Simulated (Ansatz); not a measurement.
# Sn: the cost of one run

Method: DFT PBE, scalar-relativistic, plane waves, PAW, in Ansatz 0.2.0.

**1. The structure to begin with**

It takes space group P6/mmm (No. 191, hexagonal). The conventional cell has a = 5.042 Å, b = 5.042 Å, c = 2.724 Å, α = 90.00°, β = 90.00°, γ = 120.00°. Around Sn (site symmetry -6m2) lie 5 Sn at 2.72 to 2.91 Å.

As a file:

```cif
data_structure
_symmetry_space_group_name_H-M 'P 1'
_symmetry_Int_Tables_number 1
_cell_length_a 5.0418
_cell_length_b 5.0418
_cell_length_c 2.7236
_cell_angle_alpha 90.000
_cell_angle_beta 90.000
_cell_angle_gamma 120.000
_cell_volume 59.96
loop_
_atom_site_label
_atom_site_type_symbol
_atom_site_fract_x
_atom_site_fract_y
_atom_site_fract_z
_atom_site_occupancy
Sn1 Sn 0.33333 0.66667 0.00000 1
Sn2 Sn 0.66667 0.33333 0.00000 1
```

Recipe of the guess: random cell by space group and Wyckoff sites (P6/mmm, No. 191). Its size is a rough estimate.

**2. Probe: one point on a coarse mesh**

input.yaml reads:

```yaml
crystal:
  lattice:
    - [5.04175287, 0.0, 0.0]
    - [-2.52087643, 4.36628606, 0.0]
    - [0.0, 0.0, 2.72355716]
  atoms:
    - { symbol: Sn, position: [0.33333333, 0.66666667, 0.0] }
    - { symbol: Sn, position: [0.66666667, 0.33333333, 0.0] }
basis:
  ecutwfc: 420
kpoints:
  mp_grid: { grid: [6, 6, 6] }
hamiltonian:
  xc: pbe
scf:
  occupations: { method: gaussian, width: 0.1 }
  lower_state_search: "off"
output:
  forces: true
  stress: true
  eigenvalues: true
```

The run is started by

```bash
$ ansatz run input.yaml --threads 1 --pin off --max-ram 2560MiB --backend cpu --events-out ev --progress --plain --runs-dir out
```

What time and memory should one allow on 1 thread of Arm Neoverse N1, shared host?

About 3.2 s, with a peak of 0.31 GiB.
